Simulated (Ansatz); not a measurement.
# Pt(111) with 4 layers of random Pt-Al, 2x2: scattering by chemical disorder

How strongly does chemical disorder scatter in Pt(111) with 4 layers of random Pt-Al, 2x2?

Calculated with Ansatz 0.2.0; Ansatz plane-wave DFT, PBE, PAW files; ballistic transport by layer matching (Landauer), zero bias; PAW set soft_1.

This is a report of a sequence of runs, with most program output left out.

**1. The structure**

The cell holds 40 atoms: 38 Pt and 2 Al. Its edges and angles: a = 5.546 Å, b = 5.546 Å, c = 22.699 Å, α = 93.5°, β = 86.5°, γ = 120.0°. It derives from Pt. Regions: lead, 24 atoms (24 Pt); scattering region, 16 atoms (14 Pt and 2 Al). The structure is stacked along c, and the current runs across the ab planes.

**2. With 4 alloy layers**

In 4 layers a share of 0.125 of the sites is given to Al at random. The layers about the cell's end stay perfect and serve as the lead. Energies from -0.05 to 0.05 eV in steps of 0.05 eV are too few for the program's thermal sum, so it prints no conductance; for a metal the transmission near the Fermi level serves, at a fraction of the cost.

input.yaml reads:

```yaml
crystal:
  lattice:
    - [5.5462627489, 0.0, 0.0]
    - [-2.7731313745, 4.8032044366, 0.0]
    - [1.3865656872, -0.8005340728, 22.6425228571]
  atoms:
    - { symbol: Pt, position: [0.9916666667, 0.0083333333, 0.05] }
    - { symbol: Pt, position: [0.9916666667, 0.5083333333, 0.05] }
    - { symbol: Pt, position: [0.4916666667, 0.0083333333, 0.05] }
    - { symbol: Pt, position: [0.4916666667, 0.5083333333, 0.05] }
    - { symbol: Pt, position: [0.1416666667, 0.3583333333, 0.15] }
    - { symbol: Pt, position: [0.1416666667, 0.8583333333, 0.15] }
    - { symbol: Pt, position: [0.6416666667, 0.3583333333, 0.15] }
    - { symbol: Pt, position: [0.6416666667, 0.8583333333, 0.15] }
[... 28 atom lines left out ...]
    - { symbol: Pt, position: [0.8416666667, 0.1583333333, 0.95] }
    - { symbol: Pt, position: [0.8416666667, 0.6583333333, 0.95] }
    - { symbol: Pt, position: [0.3416666667, 0.1583333333, 0.95] }
    - { symbol: Pt, position: [0.3416666667, 0.6583333333, 0.95] }
kpoints:
  mp_grid: { grid: [5, 5, 1] }
hamiltonian:
  xc: pbe
  pseudopotentials: { kind: paw, azcp: { folder: soft_1 } }
scf:
  occupations: { method: fermi_dirac, width: 0.1 }
output:
  transmission:
    leads: [[0, 4]]
    kmesh: [10, 10]
    e_range: [-0.05, 0.05]
    de: 0.05
  write_potential: true
  write_density: true
  volumetric_format: npy
```

Started as:

```bash
$ ansatz run input.yaml --threads 4 --pin off --max-ram 15360MiB --backend cpu --events-out ev --progress --plain --runs-dir out
```

Elapsed: 2.7 min, on 4 threads of Intel Xeon Platinum 8488C (Sapphire Rapids), shared host; peak memory 4.7 GiB.

Numbers from this step:

```
free energy                                    : -477018.4203 eV
energy at zero smearing                        : -477017.4374 eV
Fermi energy                                   : 22.70 eV
cell area                                      : 26.64 Å²
transmission per spin nearest the Fermi level  : 3.223
open channels per spin nearest the Fermi level : 6.89
step of the lead's potential                   : 5.6 meV
```

Per spin. Table of transmission, zone mean by energy, zero at the Fermi level:

```
energy (eV)  transmission, zone mean
    -0.0500                     3.28
     0.0000                     3.22
     0.0500                     3.09
```

Per spin. The open channels, zone mean, lead by energy, zero at the Fermi level:

```
energy (eV)  open channels, zone mean, lead
    -0.0500                            7.24
     0.0000                            6.89
     0.0500                            6.21
```

Transmission over k1 and k2. At 0.0000 eV from the Fermi level.

Ten even steps from '_' (2.24) to '@' (4.48):
```
@@**++--++##%%____..
__++##**==++==__..__
..--**%%--++++--____
%%++==--__..__++==%%
%%##++++..--..++++##
%%%%==++__..__--==++
..____--++++--%%**--
____..__==++==**##++
@@..____%%##++--++**
@@@@__..%%%%%%..__@@
```
Columns: k1 (b1) from -0.5 to 0.4; rows upwards: k2 (b2) from -0.5 to 0.4.

Open channels over k1 and k2. At 0.0000 eV from the Fermi level.

Ten even steps from '_' (3.0) to '@' (10.0):
```
@@##======##@@..__..
====##++++##====____
====++%%..%%++====..
@@==++..%%%%..++==@@
@@####%%%%::%%%%####
@@@@==++..%%%%..++==
==..====++%%..%%++==
==____====##++++##==
@@..__..@@##======##
@@@@====@@@@@@====@@
```
Columns: k1 (b1) from -0.5 to 0.4; rows upwards: k2 (b2) from -0.5 to 0.4.

Over the solved energies the transmission per spin lies between 3.09 and 3.28, out of 6.78 channels of the lead on average (up to 7.24).

**3. With 8 alloy layers**

In 8 layers a share of 0.125 of the sites is given to Al at random. A fresh draw is used; the growth of the resistance with length is what counts.

System of this step: Pt(111) with 8 layers of random Pt-Al, 2x2. The cell holds 56 atoms: 52 Pt and 4 Al. Cell: a = 5.546 Å, b = 5.546 Å, c = 31.740 Å, α = 87.5°, β = 92.5°, γ = 120.0°. It derives from Pt. Regions: lead, 24 atoms (24 Pt); scattering region, 32 atoms (28 Pt and 4 Al). The structure is stacked along c, and the current runs across the ab planes.

input.yaml reads:

```yaml
crystal:
  lattice:
    - [5.5462627489, 0.0, 0.0]
    - [-2.7731313745, 4.8032044366, 0.0]
    - [-1.3865656872, 0.8005340728, 31.6995319999]
  atoms:
    - { symbol: Pt, position: [0.005952381, 0.994047619, 0.0357142857] }
    - { symbol: Pt, position: [0.005952381, 0.494047619, 0.0357142857] }
    - { symbol: Pt, position: [0.505952381, 0.994047619, 0.0357142857] }
    - { symbol: Pt, position: [0.505952381, 0.494047619, 0.0357142857] }
    - { symbol: Pt, position: [0.1845238095, 0.3154761905, 0.1071428571] }
    - { symbol: Pt, position: [0.1845238095, 0.8154761905, 0.1071428571] }
    - { symbol: Pt, position: [0.6845238095, 0.3154761905, 0.1071428571] }
    - { symbol: Pt, position: [0.6845238095, 0.8154761905, 0.1071428571] }
[... 44 atom lines left out ...]
    - { symbol: Pt, position: [0.3273809524, 0.1726190476, 0.9642857143] }
    - { symbol: Pt, position: [0.3273809524, 0.6726190476, 0.9642857143] }
    - { symbol: Pt, position: [0.8273809524, 0.1726190476, 0.9642857143] }
    - { symbol: Pt, position: [0.8273809524, 0.6726190476, 0.9642857143] }
kpoints:
  mp_grid: { grid: [5, 5, 1] }
hamiltonian:
  xc: pbe
  pseudopotentials: { kind: paw, azcp: { folder: soft_1 } }
scf:
  occupations: { method: fermi_dirac, width: 0.1 }
output:
  transmission:
    leads: [[0, 4]]
    kmesh: [10, 10]
    e_range: [-0.05, 0.05]
    de: 0.05
  write_potential: true
  write_density: true
  volumetric_format: npy
```

The job ended after 5.8 min (4 threads; peak memory 8.6 GiB).

This step gave:

| Property | Result |
| --- | --- |
| free energy | -653445.3118 eV |
| energy at zero smearing | -653444.0344 eV |
| Fermi energy | 22.37 eV |
| transmission per spin nearest the Fermi level | 3.104 |
| step of the lead's potential | 31.3 meV |

Per spin. The transmission, zone mean by energy, zero at the Fermi level:

```
energy (eV)  transmission, zone mean
    -0.0500                     3.10
     0.0000                     3.10
     0.0500                     2.99
```

Over the solved energies the transmission per spin lies between 2.99 and 3.10, out of 6.73 channels of the lead on average (up to 7.04). The log calls the step of a lead's potential too much.

**4. With 12 alloy layers**

In 12 layers a share of 0.125 of the sites is given to Al at random. A fresh draw is used; the growth of the resistance with length is what counts.

System of this step: Pt(111) with 12 layers of random Pt-Al, 2x2. The cell holds 72 atoms: 66 Pt and 6 Al. Cell: a = 5.546 Å, b = 5.546 Å, c = 40.757 Å, α = 90.0°, β = 90.0°, γ = 120.0°. It derives from Pt. Regions: lead, 24 atoms (24 Pt); scattering region, 48 atoms (42 Pt and 6 Al). The structure is stacked along c, and the current runs across the ab planes.

input.yaml reads:

```yaml
crystal:
  lattice:
    - [5.5462627489, 0.0, 0.0]
    - [-2.7731313745, 4.8032044366, 0.0]
    - [0.0, 0.0, 40.7565411427]
  atoms:
    - { symbol: Pt, position: [0.0, 0.0, 0.0277777778] }
    - { symbol: Pt, position: [0.0, 0.5, 0.0277777778] }
    - { symbol: Pt, position: [0.5, 0.0, 0.0277777778] }
    - { symbol: Pt, position: [0.5, 0.5, 0.0277777778] }
    - { symbol: Pt, position: [0.1666666667, 0.3333333333, 0.0833333333] }
    - { symbol: Pt, position: [0.1666666667, 0.8333333333, 0.0833333333] }
    - { symbol: Pt, position: [0.6666666667, 0.3333333333, 0.0833333333] }
    - { symbol: Pt, position: [0.6666666667, 0.8333333333, 0.0833333333] }
[... 60 atom lines left out ...]
    - { symbol: Pt, position: [0.3333333333, 0.1666666667, 0.9722222222] }
    - { symbol: Pt, position: [0.3333333333, 0.6666666667, 0.9722222222] }
    - { symbol: Pt, position: [0.8333333333, 0.1666666667, 0.9722222222] }
    - { symbol: Pt, position: [0.8333333333, 0.6666666667, 0.9722222222] }
kpoints:
  mp_grid: { grid: [5, 5, 1] }
hamiltonian:
  xc: pbe
  pseudopotentials: { kind: paw, azcp: { folder: soft_1 } }
scf:
  occupations: { method: fermi_dirac, width: 0.1 }
output:
  transmission:
    leads: [[0, 4]]
    kmesh: [10, 10]
    e_range: [-0.05, 0.05]
    de: 0.05
  write_potential: true
  write_density: true
  volumetric_format: npy
```

Elapsed: 15 min, on 4 threads; peak memory 8 GiB.

Numbers from this step:

```yaml
free_energy: -829870.5298 eV
energy_at_zero_smearing: -829868.9424 eV
fermi_energy: 22.20 eV
transmission_per_spin_nearest_the_fermi_level: 1.901
step_of_the_lead_s_potential: 5 meV
```

Per spin. The transmission, zone mean by energy, zero at the Fermi level:

```
energy (eV)  transmission, zone mean
    -0.0500                     1.93
     0.0000                     1.90
     0.0500                     1.82
```

Over the solved energies the transmission per spin lies between 1.82 and 1.93, out of 6.71 channels of the lead on average (up to 7.04).

**5. The fit**

This step: Ansatz plane-wave DFT, PBE, PAW files; ballistic transport by layer matching (Landauer), zero bias; residual resistivity from the slope of the area resistance, atoms on the host's lattice; PAW set soft_1 (Ansatz 0.2.0).

Numbers from this step:

* resistivity: 41.25 µΩ cm
* intercept: 0.08456 fΩ m²
* scatter about the fit: 0.1561 fΩ m²

Resistance, by row:

```
run  length (Å)      T  channels N  RA (fΩ m²)
 n4       9.057  3.196        6.78      0.5686
 n8       18.11  3.065       6.733       0.611
n12       27.17  1.881       6.713       1.316
```

The area resistance by length of the alloy:

```
length of the alloy (Å)  area resistance (fΩ m²)
                   9.06                    0.569
                  18.11                    0.611
                  27.17                     1.32
```

The area resistance goes from 0.57 to 1.3 fΩ m² between 9.1 and 27.2 Å, a slope of 41 µΩ cm.

By hand from the end points: (1.316 − 0.5686) fΩ m² / (27.17 − 9.06) Å = 41 µΩ cm, since 1 fΩ m² per Å is 1000 µΩ cm.

**6. Summary of results**

| Quantity | Value |
| --- | --- |
| resistivity from the slope | 41.3 µΩ cm |
| area resistance over 9.06 Å | 0.569 fΩ m² |
| area resistance over 18.1 Å | 0.611 fΩ m² |
| area resistance over 27.2 Å | 1.32 fΩ m² |

The slope gives 41 µΩ cm. The points scatter by 0.16 fΩ m² about the line, with one random draw a length in a 2x2 cell, so the slope is a rough value. Read with a model of isotropic scattering on a spherical Fermi surface and the lead's 2.0×10¹⁵ S/m², this slope means a mean free path near 9.3 Å; over these lengths the model's slope is within 3 % of its bulk resistivity. The draw over the shortest length came out nearly ordered, with 8 symmetry operations, so that point is a poor sample of a random alloy. The atoms sit on the host's lattice, so scattering by size misfit is left out. Spin-orbit coupling is left out, which matters for Pt. A lead's potential steps by up to 31 meV from period to period, which the log calls too much, so longer leads could move the result.

[Logs are printed without paths, hosts, clocks, repeated set-up lines and the standing remarks that a program may print on its own settings, such as how far it seeks lower states.]

[Hosts, paths, dates, database ids (printed as entryN), source tags and the programs' standing remarks are cut or masked in the printed files.]
